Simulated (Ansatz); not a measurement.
The following input was run with Ansatz 0.2.0.

```yaml
crystal:
  lattice:
    - [4.1581133027, 0.0, 0.0]
    - [0.0, 6.5745544028, 0.0]
    - [0.0, 0.0, 13.4491088055]
  atoms:
    - { symbol: Au, position: [0.0, 0.6, 0.0733270267] }
    - { symbol: Au, position: [0.0, 0.4, 0.3666351335] }
    - { symbol: Au, position: [0.5, 0.3, 0.0244423422] }
    - { symbol: Au, position: [0.5, 0.9, 0.1222117112] }
    - { symbol: Au, position: [0.5, 0.1, 0.317750449] }
    - { symbol: Au, position: [0.5, 0.7, 0.4155198179] }
    - { symbol: Au, position: [0.5, 0.5, 0.2199810801] }
    - { symbol: Au, position: [0.0, 0.2, 0.1710963956] }
    - { symbol: Au, position: [0.0, 0.8, 0.2688657646] }
    - { symbol: Au, position: [0.0, 1.0, 0.4644045024] }
    - { symbol: Au, position: [0.5, 0.6, 0.9155198179] }
    - { symbol: Au, position: [0.5, 0.4, 0.6222117112] }
    - { symbol: Au, position: [0.0, 0.3, 0.9644045024] }
    - { symbol: Au, position: [0.0, 0.9, 0.8666351335] }
    - { symbol: Au, position: [0.0, 0.1, 0.6710963956] }
    - { symbol: Au, position: [0.0, 0.7, 0.5733270267] }
    - { symbol: Au, position: [0.0, 0.5, 0.7688657646] }
    - { symbol: Au, position: [0.5, 0.2, 0.817750449] }
    - { symbol: Au, position: [0.5, 0.8, 0.7199810801] }
    - { symbol: Au, position: [0.5, 1.0, 0.5244423422] }
basis:
  ecutwfc: 420
kpoints:
  mp_grid: { grid: [8, 6, 3] }
hamiltonian:
  xc: pbe
scf:
  occupations: { method: gaussian, width: 0.1 }
output:
  forces: true
  stress: true
  eigenvalues: true
  populations: true
  write_density: true
  write_potential: true
  elf: true
  volumetric_format: npy
relax:
  adjacent_minimum: "off"
  f_tol: 0.02
  max_steps: 60
  cell: { fix: [a, b, alpha, beta, gamma], stress_tol: 0.1 }
```

Run as
```bash
ansatz run input.yaml --threads 4 --pin off --max-ram 11264MiB --backend cpu --events-out ev --progress --plain --runs-dir out
```

Level of theory: DFT PBE, scalar-relativistic, plane waves, PAW (Ansatz).

Abridged output:

```
Pseudopotentials: kind: paw
Pseudopotential: Au, paw, valence charge 19, recommended cutoff 420 eV (normal)
Functional definition: PBE
Crystal: 20 atoms, lattice volume = 367.668 Å³
Basis set: ecut = 420 eV, 7133 PW (Γ), exchange–correlation on 60×90×180 points (8 copies of the dense FFT grid, shifted against one another)
Bands: 228, of which v1, the nominal top of the filled ones, is band 190 counted from 1 (189 counted from 0)
Symmetry: 8 space group operations
Space group: Pbcm (ITA 57), of the structure as read, at distance tolerance 7.2e-5 Å
k-points: 40 of 144
Initial density: superposition of atomic densities (neutral atoms: chi_scale 0, normalization atom), corrected by the library's trained network
Initial wavefunctions: pseudopotential atomic-orbital guess
Functional: x = pbe(κ = 0.804, μ = 0.21951497), c = pbe(β = 0.06672455)
SCF iter   1: F=—  HF=-262976.463104 eV  |F-HF|=—  |Δ(HF+E_count)|=         —  Δρ=3.34e-3  dr2=4.98e-2  ethr=1.77e-3  ⟨swp⟩=5.5  Hψ=31828  notcnv=0  defer=734
SCF iter   2: F=—  HF=-262976.464575 eV  |F-HF|=—  |Δ(HF+E_count)|=   1.47e-3  Δρ=1.13e-3  dr2=7.20e-3  ethr=1.31e-5  ⟨swp⟩=2.0  Hψ=15477  notcnv=0  defer=818
SCF iter   3: F=—  HF=-262976.463386 eV  |F-HF|=—  |Δ(HF+E_count)|=   1.19e-3  Δρ=4.98e-4  dr2=2.06e-3  ethr=1.89e-6  ⟨swp⟩=2.0  Hψ=14735  notcnv=0  defer=818
SCF iter   4: F=—  HF=-262976.462862 eV  |F-HF|=—  |Δ(HF+E_count)|=   5.24e-4  Δρ=1.22e-4  dr2=7.35e-5  ethr=5.41e-7  ⟨swp⟩=2.0  Hψ=12327  notcnv=0  defer=818
SCF iter   5: F=—  HF=-262976.463097 eV  |F-HF|=—  |Δ(HF+E_count)|=   2.35e-4  Δρ=2.15e-5  dr2=1.92e-6  ethr=1.94e-8  ⟨swp⟩=2.0  Hψ=12277  notcnv=0  defer=818
SCF iter   6: F=—  HF=-262976.463097 eV  |F-HF|=—  |Δ(HF+E_count)|=   3.46e-7  Δρ=6.85e-6  dr2=1.97e-7  ethr=5.05e-10  ⟨swp⟩=2.0  Hψ=15553  notcnv=0  defer=818
SCF iter   7: F=-262976.463097 eV  HF=-262976.463097 eV  |F-HF|=6.46e-9  |Δ(HF+E_count)|=   8.38e-9  Δρ=2.25e-6  dr2=9.97e-9  ethr=2.63e-11  ⟨swp⟩=14.8  Hψ=68687  notcnv=0
SCF 1 converged in 7 iterations: F = -262976.463097 eV  dr2 = 9.97e-9
relax step   1: F+E_penalty+E_count = -262976.46309722 eV  Δ(F+E_penalty+E_count) = +0.000e0 eV  max|allowed force component| = 8.677e0 eV/Å  Δτ_max = 0.0000 Å  P = +17.204 GPa  Ω = 367.668 Å³  fix = [a, b, alpha, beta, gamma]  reactions: a +31.677, b +8.272 GPa (7 SCF iters, dr2 threshold 1.00e-7 eV, accepted)
Crystal: 20 atoms, lattice volume = 371.995 Å³
Basis set: ecut = 420 eV, 7201 PW (Γ), exchange–correlation on 60×90×180 points (8 copies of the dense FFT grid, shifted against one another)
Initial density: handed on by an earlier stage of this run
Initial wavefunctions: those handed on with the density
SCF iter   1: F=—  HF=-262982.702175 eV  |F-HF|=—  |Δ(HF+E_count)|=         —  Δρ=1.05e-2  dr2=2.84e-1  ethr=7.01e-5  ⟨swp⟩=2.5  Hψ=38175  notcnv=0
SCF iter   2: F=—  HF=-262982.706767 eV  |F-HF|=—  |Δ(HF+E_count)|=   4.59e-3  Δρ=4.79e-3  dr2=1.87e-1  ethr=7.01e-5  ⟨swp⟩=2.3  Hψ=17566  notcnv=0
SCF iter   3: F=—  HF=-262982.651842 eV  |F-HF|=—  |Δ(HF+E_count)|=   5.49e-2  Δρ=1.20e-3  dr2=6.84e-3  ethr=4.91e-5  ⟨swp⟩=2.0  Hψ=16951  notcnv=0  defer=47
SCF iter   4: F=—  HF=-262982.650190 eV  |F-HF|=—  |Δ(HF+E_count)|=   1.65e-3  Δρ=3.04e-4  dr2=3.53e-4  ethr=1.80e-6  ⟨swp⟩=2.0  Hψ=14898  notcnv=0  defer=48
SCF iter   5: F=—  HF=-262982.650417 eV  |F-HF|=—  |Δ(HF+E_count)|=   2.27e-4  Δρ=7.49e-5  dr2=1.63e-5  ethr=9.28e-8  ⟨swp⟩=2.0  Hψ=12438  notcnv=0  defer=48
SCF iter   6: F=-262982.650417 eV  HF=-262982.650418 eV  |F-HF|=6.94e-7  |Δ(HF+E_count)|=   1.36e-6  Δρ=2.36e-5  dr2=1.88e-6  ethr=5.26e-10  ⟨swp⟩=15.1  Hψ=77040  notcnv=0
SCF 2 converged in 6 iterations: F = -262982.650417 eV  dr2 = 1.88e-6
  Residual-converged pass: ⟨swp⟩=1.0  Hψ=9280  notcnv=0  max |occ|·‖R‖ = 7.0e-9 eV (tolerance 1.0e-8 eV) dr2=1.88e-6  dr2_onsite=1.76e-7  max |Δocc| = 3.8e-11
relax step   2: F+E_penalty+E_count = -262982.65041732 eV  Δ(F+E_penalty+E_count) = -6.187e0 eV  max|allowed force component| = 3.852e0 eV/Å  Δτ_max = 0.1997 Å  P = +6.636 GPa  Ω = 371.995 Å³  energy of the carried Pulay correction = -1.578e-3 eV  fix = [a, b, alpha, beta, gamma]  reactions: a +12.195, b +1.646 GPa (6 SCF iters, dr2 threshold 2.00e-6 eV, accepted)
Crystal: 20 atoms, lattice volume = 383.518 Å³
Basis set: ecut = 420 eV, 7451 PW (Γ), exchange–correlation on 60×90×180 points (8 copies of the dense FFT grid, shifted against one another)
SCF iter   1: F=—  HF=-262984.444929 eV  |F-HF|=—  |Δ(HF+E_count)|=         —  Δρ=1.33e-2  dr2=4.38e-1  ethr=1.15e-4  ⟨swp⟩=2.6  Hψ=38348  notcnv=0
SCF iter   2: F=—  HF=-262984.412513 eV  |F-HF|=—  |Δ(HF+E_count)|=   3.24e-2  Δρ=6.01e-3  dr2=2.17e-1  ethr=1.15e-4  ⟨swp⟩=2.0  Hψ=17440  notcnv=0
SCF iter   3: F=—  HF=-262984.337669 eV  |F-HF|=—  |Δ(HF+E_count)|=   7.48e-2  Δρ=1.27e-3  dr2=1.02e-2  ethr=5.71e-5  ⟨swp⟩=2.0  Hψ=17345  notcnv=0
SCF iter   4: F=—  HF=-262984.335463 eV  |F-HF|=—  |Δ(HF+E_count)|=   2.21e-3  Δρ=4.45e-4  dr2=1.17e-3  ethr=2.70e-6  ⟨swp⟩=2.1  Hψ=14054  notcnv=0
SCF iter   5: F=—  HF=-262984.335316 eV  |F-HF|=—  |Δ(HF+E_count)|=   1.47e-4  Δρ=9.14e-5  dr2=1.92e-5  ethr=3.08e-7  ⟨swp⟩=2.0  Hψ=13438  notcnv=0
SCF iter   6: F=—  HF=-262984.335321 eV  |F-HF|=—  |Δ(HF+E_count)|=   5.76e-6  Δρ=2.59e-5  dr2=3.06e-6  ethr=5.26e-10  ⟨swp⟩=11.6  Hψ=69028  notcnv=0
SCF iter   7: F=-262984.335321 eV  HF=-262984.335321 eV  |F-HF|=4.37e-8  |Δ(HF+E_count)|=   1.19e-7  Δρ=6.86e-6  dr2=1.24e-7  ethr=5.26e-10  ⟨swp⟩=8.7  Hψ=56495  notcnv=0
SCF 3 converged in 7 iterations: F = -262984.335321 eV  dr2 = 1.24e-7
relax step   3: F+E_penalty+E_count = -262984.33532131 eV  Δ(F+E_penalty+E_count) = -1.685e0 eV  max|allowed force component| = 1.377e0 eV/Å  Δτ_max = 0.2000 Å  P = +0.612 GPa  Ω = 383.518 Å³  energy of the carried Pulay correction = -5.692e-3 eV  fix = [a, b, alpha, beta, gamma]  reactions: a +2.049, b -0.926 GPa (7 SCF iters, dr2 threshold 2.00e-6 eV, accepted)
Crystal: 20 atoms, lattice volume = 382.221 Å³
Basis set: ecut = 420 eV, 7399 PW (Γ), exchange–correlation on 60×90×180 points (8 copies of the dense FFT grid, shifted against one another)
SCF iter   1: F=—  HF=-262984.828883 eV  |F-HF|=—  |Δ(HF+E_count)|=         —  Δρ=1.17e-2  dr2=4.12e-1  ethr=1.05e-4  ⟨swp⟩=2.5  Hψ=35174  notcnv=0
SCF iter   2: F=—  HF=-262984.823564 eV  |F-HF|=—  |Δ(HF+E_count)|=   5.32e-3  Δρ=7.18e-3  dr2=3.08e-1  ethr=1.05e-4  ⟨swp⟩=2.0  Hψ=17440  notcnv=0
SCF iter   3: F=—  HF=-262984.716078 eV  |F-HF|=—  |Δ(HF+E_count)|=   1.07e-1  Δρ=1.27e-3  dr2=5.45e-3  ethr=8.10e-5  ⟨swp⟩=2.0  Hψ=16801  notcnv=0
SCF iter   4: F=—  HF=-262984.715157 eV  |F-HF|=—  |Δ(HF+E_count)|=   9.22e-4  Δρ=4.15e-4  dr2=7.39e-4  ethr=1.43e-6  ⟨swp⟩=2.0  Hψ=15938  notcnv=0
SCF iter   5: F=—  HF=-262984.715120 eV  |F-HF|=—  |Δ(HF+E_count)|=   3.64e-5  Δρ=8.41e-5  dr2=2.44e-5  ethr=1.95e-7  ⟨swp⟩=2.1  Hψ=13447  notcnv=0
SCF iter   6: F=—  HF=-262984.715123 eV  |F-HF|=—  |Δ(HF+E_count)|=   2.65e-6  Δρ=2.92e-5  dr2=6.01e-6  ethr=6.43e-9  ⟨swp⟩=2.0  Hψ=13538  notcnv=0
SCF iter   7: F=-262984.715122 eV  HF=-262984.715122 eV  |F-HF|=9.98e-8  |Δ(HF+E_count)|=   5.74e-7  Δρ=7.31e-6  dr2=9.90e-8  ethr=5.26e-10  ⟨swp⟩=9.7  Hψ=62474  notcnv=0
SCF 4 converged in 7 iterations: F = -262984.715122 eV  dr2 = 9.90e-8
relax step   4: F+E_penalty+E_count = -262984.71512228 eV  Δ(F+E_penalty+E_count) = -3.798e-1 eV  max|allowed force component| = 1.571e-1 eV/Å  Δτ_max = 0.2000 Å  P = +0.524 GPa  Ω = 382.221 Å³  energy of the carried Pulay correction = -5.235e-3 eV  fix = [a, b, alpha, beta, gamma]  reactions: a +1.241, b -0.341 GPa (7 SCF iters, dr2 threshold 2.00e-6 eV, accepted)
Crystal: 20 atoms, lattice volume = 387.516 Å³
Basis set: ecut = 420 eV, 7523 PW (Γ), exchange–correlation on 60×90×180 points (8 copies of the dense FFT grid, shifted against one another)
SCF iter   1: F=—  HF=-262984.731257 eV  |F-HF|=—  |Δ(HF+E_count)|=         —  Δρ=3.38e-3  dr2=3.40e-2  ethr=8.84e-6  ⟨swp⟩=1.9  Hψ=37963  notcnv=0
SCF iter   2: F=—  HF=-262984.729054 eV  |F-HF|=—  |Δ(HF+E_count)|=   2.20e-3  Δρ=1.90e-3  dr2=2.20e-2  ethr=8.84e-6  ⟨swp⟩=2.0  Hψ=14471  notcnv=0
SCF iter   3: F=—  HF=-262984.721868 eV  |F-HF|=—  |Δ(HF+E_count)|=   7.19e-3  Δρ=3.62e-4  dr2=7.18e-4  ethr=5.78e-6  ⟨swp⟩=2.0  Hψ=13542  notcnv=0
SCF iter   4: F=—  HF=-262984.721926 eV  |F-HF|=—  |Δ(HF+E_count)|=   5.80e-5  Δρ=1.21e-4  dr2=8.53e-5  ethr=1.89e-7  ⟨swp⟩=2.0  Hψ=14460  notcnv=0
SCF iter   5: F=—  HF=-262984.721906 eV  |F-HF|=—  |Δ(HF+E_count)|=   2.00e-5  Δρ=2.71e-5  dr2=1.97e-6  ethr=2.25e-8  ⟨swp⟩=2.1  Hψ=13431  notcnv=0
SCF iter   6: F=-262984.721906 eV  HF=-262984.721907 eV  |F-HF|=1.96e-7  |Δ(HF+E_count)|=   4.84e-7  Δρ=7.83e-6  dr2=3.57e-7  ethr=4.06e-10  ⟨swp⟩=9.8  Hψ=62334  notcnv=0
SCF 5 converged in 6 iterations: F = -262984.721906 eV  dr2 = 3.57e-7
relax step   5: F+E_penalty+E_count = -262984.72190637 eV  Δ(F+E_penalty+E_count) = -6.784e-3 eV  max|allowed force component| = 6.791e-2 eV/Å  Δτ_max = 0.0604 Å  P = -1.013 GPa  Ω = 387.516 Å³  energy of the carried Pulay correction = -7.090e-3 eV  fix = [a, b, alpha, beta, gamma]  reactions: a -0.563, b -1.701 GPa (6 SCF iters, dr2 threshold 1.54e-6 eV, accepted)
Crystal: 20 atoms, lattice volume = 384.926 Å³
Basis set: ecut = 420 eV, 7475 PW (Γ), exchange–correlation on 60×90×180 points (8 copies of the dense FFT grid, shifted against one another)
SCF iter   1: F=—  HF=-262984.732871 eV  |F-HF|=—  |Δ(HF+E_count)|=         —  Δρ=9.97e-4  dr2=3.54e-3  ethr=1.01e-6  ⟨swp⟩=2.1  Hψ=44259  notcnv=0
SCF iter   2: F=—  HF=-262984.732794 eV  |F-HF|=—  |Δ(HF+E_count)|=   7.68e-5  Δρ=6.73e-4  dr2=2.81e-3  ethr=9.31e-7  ⟨swp⟩=2.2  Hψ=14099  notcnv=0
SCF iter   3: F=—  HF=-262984.731961 eV  |F-HF|=—  |Δ(HF+E_count)|=   8.33e-4  Δρ=1.17e-4  dr2=6.25e-5  ethr=7.39e-7  ⟨swp⟩=2.0  Hψ=13533  notcnv=0
SCF iter   4: F=—  HF=-262984.732110 eV  |F-HF|=—  |Δ(HF+E_count)|=   1.49e-4  Δρ=3.82e-5  dr2=7.12e-6  ethr=1.64e-8  ⟨swp⟩=2.0  Hψ=15116  notcnv=0
SCF iter   5: F=-262984.732108 eV  HF=-262984.732108 eV  |F-HF|=3.37e-8  |Δ(HF+E_count)|=   1.59e-6  Δρ=8.38e-6  dr2=1.45e-7  ethr=3.94e-10  ⟨swp⟩=10.3  Hψ=63297  notcnv=0
SCF 6 converged in 5 iterations: F = -262984.732108 eV  dr2 = 1.45e-7
relax step   6: F+E_penalty+E_count = -262984.73210828 eV  Δ(F+E_penalty+E_count) = -1.020e-2 eV  max|allowed force component| = 3.924e-3 eV/Å  Δτ_max = 0.0150 Å  P = -0.270 GPa  Ω = 384.926 Å³  energy of the carried Pulay correction = -6.186e-3 eV  fix = [a, b, alpha, beta, gamma]  reactions: a +0.278, b -1.083 GPa (5 SCF iters, dr2 threshold 1.50e-6 eV, accepted)
Basis set: ecut = 420 eV, 7475 PW (Γ), exchange–correlation on 60×90×192 points (8 copies of the dense FFT grid, shifted against one another)
Initial wavefunctions: pseudopotential atomic-orbital guess (no wavefunctions were taken with the density)
SCF iter   1: F=—  HF=-262984.731141 eV  |F-HF|=—  |Δ(HF+E_count)|=         —  Δρ=5.03e-4  dr2=2.86e-5  ethr=2.75e-8  ⟨swp⟩=4.1  Hψ=54444  notcnv=0
SCF iter   2: F=—  HF=-262984.737256 eV  |F-HF|=—  |Δ(HF+E_count)|=   6.12e-3  Δρ=2.31e-5  dr2=1.53e-6  ethr=7.53e-9  ⟨swp⟩=2.0  Hψ=13534  notcnv=0
SCF iter   3: F=—  HF=-262984.737256 eV  |F-HF|=—  |Δ(HF+E_count)|=   6.62e-8  Δρ=1.64e-5  dr2=1.33e-6  ethr=4.03e-10  ⟨swp⟩=2.0  Hψ=15940  notcnv=0
SCF iter   4: F=—  HF=-262984.737256 eV  |F-HF|=—  |Δ(HF+E_count)|=   3.40e-7  Δρ=4.12e-6  dr2=6.25e-8  ethr=3.49e-10  ⟨swp⟩=2.4  Hψ=13397  notcnv=0
SCF iter   5: F=—  HF=-262984.737256 eV  |F-HF|=—  |Δ(HF+E_count)|=   1.34e-8  Δρ=1.12e-6  dr2=1.15e-8  ethr=1.64e-11  ⟨swp⟩=2.0  Hψ=13529  notcnv=0
SCF iter   6: F=-262984.737256 eV  HF=-262984.737256 eV  |F-HF|=2.91e-10  |Δ(HF+E_count)|=   2.68e-9  Δρ=2.35e-7  dr2=1.71e-10  ethr=1.00e-12  ⟨swp⟩=5.3  Hψ=48670  notcnv=0
SCF 7 converged in 6 iterations: F = -262984.737256 eV  dr2 = 1.71e-10
SCF converged after 6 iterations
Free energy (F): -262984.737256 eV
Harris-Foulkes:  -262984.737256 eV  (|F-HF|=2.91e-10)
Internal energy: -262984.707410 eV  (E = F + TS)
E sigma→0 (E₀):  -262984.722333 eV
Entropy (-TS):   -0.029846 eV (-1.492 meV/atom)
Fermi energy:    17.462036 eV
--- Per-component energies (eV) ---
  E_band       = -5189.649877
  E_kinetic    = 12083.368553
  E_local      = -39770.457128  (includes V_loc(G=0)·N_el)
  E_nonlocal   = 1486.076727
  E_hartree    = 16868.827825
  E_xc         = -4550.763385
  E_vxc        = -5491.387343  (∫ρ·V_xc dr)
  E_paw        = -194135.866407  (= ΣΔE_a)
  E_vpaw       = -7234.937088  (= ΣTr[D̂ρ^β])
  E_aug_tail   = 0.028421  (compensation charges beyond the density's cutoff)
  E_ewald      = -54965.922016
  E_smearing   = -0.029846  (= −TS)
--- Forces (eV/Å), atoms counted from 1 ---
  atom   1  Au     0.00000000     0.00006181     0.00283845
  atom   2  Au     0.00000000     0.00252600     0.00378132
  atom   3  Au     0.00000000     0.00100895     0.00103216
  atom   4  Au     0.00000000    -0.00252600    -0.00378132
  atom   5  Au     0.00000000    -0.00162534     0.00125611
  atom   6  Au     0.00000000    -0.00006181    -0.00283845
  atom   7  Au     0.00000000     0.00067443    -0.00085329
  atom   8  Au     0.00000000     0.00162534    -0.00125611
  atom   9  Au     0.00000000    -0.00067443     0.00085329
  atom  10  Au     0.00000000    -0.00100895    -0.00103216
  atom  11  Au     0.00000000     0.00006181    -0.00283845
  atom  12  Au     0.00000000     0.00252600    -0.00378132
  atom  13  Au     0.00000000     0.00100895    -0.00103216
  atom  14  Au     0.00000000    -0.00252600     0.00378132
  atom  15  Au     0.00000000    -0.00162534    -0.00125611
  atom  16  Au     0.00000000    -0.00006181     0.00283845
  atom  17  Au     0.00000000     0.00067443     0.00085329
  atom  18  Au     0.00000000     0.00162534     0.00125611
  atom  19  Au     0.00000000    -0.00067443    -0.00085329
  atom  20  Au     0.00000000    -0.00100895     0.00103216
--- Stress (GPa, compression-positive) ---
        0.266518       0.000000       0.000000
        0.000000      -1.094612       0.000000
        0.000000       0.000000      -0.017754
  P = ⅓ Tr σ = -0.2819 GPa (-2.819 kbar)
--- Band table (eV; the first three rows and the last of 40) ---
  k-point 0: bands = ["-87.7569", "-87.7569", "-87.7466", "-87.7466", "-87.6759", "-87.6759", "-87.6705", "-87.6705", "-87.6699", "-87.6699", "-87.6648", "-87.6648", "-87.5466", "-87.5466", "-87.5430", "-87.5430", "-87.4685", "-87.4685", "-87.4685", "-87.4685", "-39.3097", "-39.3023", "-39.2884", "-39.2882", "-39.2342", "-39.2289", "-39.2228", "-39.2024", "-39.1964", "-39.1914", "-39.1894", "-39.1862", "-39.1760", "-39.1734", "-39.1655", "-39.1492", "-39.1476", "-39.1457", "-39.1437", "-39.1319", "-39.1282", "-39.1239", "-39.1159", "-39.1131", "-39.1024", "-39.1007", "-39.0933", "-39.0929", "-39.0818", "-39.0778", "-39.0739", "-39.0719", "-39.0717", "-39.0716", "-39.0710", "-39.0680", "-39.0 ...
  k-point 1: bands = ["-87.7569", "-87.7569", "-87.7466", "-87.7466", "-87.6759", "-87.6759", "-87.6705", "-87.6705", "-87.6699", "-87.6699", "-87.6648", "-87.6648", "-87.5466", "-87.5466", "-87.5430", "-87.5430", "-87.4685", "-87.4685", "-87.4685", "-87.4685", "-39.3081", "-39.3044", "-39.2884", "-39.2882", "-39.2280", "-39.2275", "-39.2245", "-39.2124", "-39.2005", "-39.1961", "-39.1846", "-39.1793", "-39.1710", "-39.1692", "-39.1675", "-39.1519", "-39.1483", "-39.1467", "-39.1432", "-39.1396", "-39.1273", "-39.1195", "-39.1124", "-39.1098", "-39.1043", "-39.1037", "-39.0949", "-39.0946", "-39.0800", "-39.0783", "-39.0734", "-39.0726", "-39.0716", "-39.0716", "-39.0700", "-39.0686", "-39.0 ...
  k-point 2: bands = ["-87.7569", "-87.7569", "-87.7466", "-87.7466", "-87.6759", "-87.6758", "-87.6705", "-87.6705", "-87.6701", "-87.6701", "-87.6647", "-87.6647", "-87.5466", "-87.5466", "-87.5430", "-87.5430", "-87.4685", "-87.4685", "-87.4685", "-87.4685", "-39.3096", "-39.3023", "-39.2890", "-39.2883", "-39.2338", "-39.2291", "-39.2231", "-39.2049", "-39.1965", "-39.1917", "-39.1906", "-39.1855", "-39.1740", "-39.1714", "-39.1621", "-39.1522", "-39.1477", "-39.1458", "-39.1457", "-39.1289", "-39.1281", "-39.1233", "-39.1171", "-39.1135", "-39.1011", "-39.1006", "-39.0972", "-39.0911", "-39.0821", "-39.0773", "-39.0752", "-39.0720", "-39.0713", "-39.0712", "-39.0699", "-39.0684", "-39.0 ...
  k-point 39: bands = ["-87.7516", "-87.7516", "-87.7516", "-87.7516", "-87.6732", "-87.6732", "-87.6732", "-87.6732", "-87.6675", "-87.6675", "-87.6675", "-87.6675", "-87.5447", "-87.5447", "-87.5447", "-87.5447", "-87.4686", "-87.4686", "-87.4686", "-87.4686", "-39.3141", "-39.3141", "-39.3100", "-39.3100", "-39.2309", "-39.2309", "-39.2190", "-39.2190", "-39.1935", "-39.1935", "-39.1910", "-39.1910", "-39.1653", "-39.1653", "-39.1547", "-39.1547", "-39.1484", "-39.1484", "-39.1464", "-39.1464", "-39.1219", "-39.1219", "-39.1196", "-39.1196", "-39.0991", "-39.0991", "-39.0943", "-39.0943", "-39.0787", "-39.0787", "-39.0738", "-39.0738", "-39.0584", "-39.0584", "-39.0577", "-39.0577", "-39. ...
--- Relaxed structure (6 steps of the walk, 6 accepted, 1 SCFs on fresh bases) ---
  F+E_penalty+E_count = -262984.73725598 eV   max|allowed force component| = 3.781e-3 eV/Å   (the final SCF, on the basis selected at the relaxed cell)
  cell:  # Å, volume = 384.9256 Å³
    - [4.1581133027, 0.0, 0.0]
    - [0.0, 6.5745544028, 0.0]
    - [0.0, 0.0, 14.08037430]
  atoms:
    - { symbol: Au, position: [0.0, 0.62912678, 0.06624281] }
    - { symbol: Au, position: [0.0, 0.40545343, 0.36784752] }
    - { symbol: Au, position: [0.5, 0.29586372, 0.05625861] }
    - { symbol: Au, position: [0.5, 0.89454656, 0.12099931] }
    - { symbol: Au, position: [0.5, 0.10933847, 0.31105736] }
    - { symbol: Au, position: [0.5, 0.67087321, 0.42260403] }
    - { symbol: Au, position: [0.5, 0.50982276, 0.22733246] }
    - { symbol: Au, position: [0.0, 0.19066152, 0.17778947] }
    - { symbol: Au, position: [0.0, 0.79017723, 0.26151438] }
    - { symbol: Au, position: [0.0, 1.00413627, 0.43258823] }
    - { symbol: Au, position: [0.5, 0.62912678, 0.92260403] }
    - { symbol: Au, position: [0.5, 0.40545343, 0.62099931] }
    - { symbol: Au, position: [0.0, 0.29586372, 0.93258823] }
    - { symbol: Au, position: [0.0, 0.89454656, 0.86784752] }
    - { symbol: Au, position: [0.0, 0.10933847, 0.67778947] }
    - { symbol: Au, position: [0.0, 0.67087321, 0.56624281] }
    - { symbol: Au, position: [0.0, 0.50982276, 0.76151438] }
    - { symbol: Au, position: [0.5, 0.19066152, 0.81105736] }
    - { symbol: Au, position: [0.5, 0.79017723, 0.72733246] }
    - { symbol: Au, position: [0.5, 1.00413627, 0.55625861] }
--- Löwdin populations: 20 sites ---
  site symbol q [e]
     0     Au     18.8753
     1     Au     18.8729
     2     Au     18.8767
     3     Au     18.8729
     4     Au     18.8477
     5     Au     18.8753
     6     Au     18.8413
     7     Au     18.8477
     8     Au     18.8413
     9     Au     18.8767
    10     Au     18.8753
    11     Au     18.8729
    12     Au     18.8767
    13     Au     18.8729
    14     Au     18.8477
    15     Au     18.8753
    16     Au     18.8413
    17     Au     18.8477
    18     Au     18.8413
    19     Au     18.8767
  spilling = 0.007222 (of n_electrons = 380.000000)
```

The relaxation met its thresholds.

Time: 11 min on 4 threads of Arm Neoverse V1, on a shared host, peak memory 3.2 GiB.

Spin–orbit coupling is left out, which can shift energies with elements as heavy as these.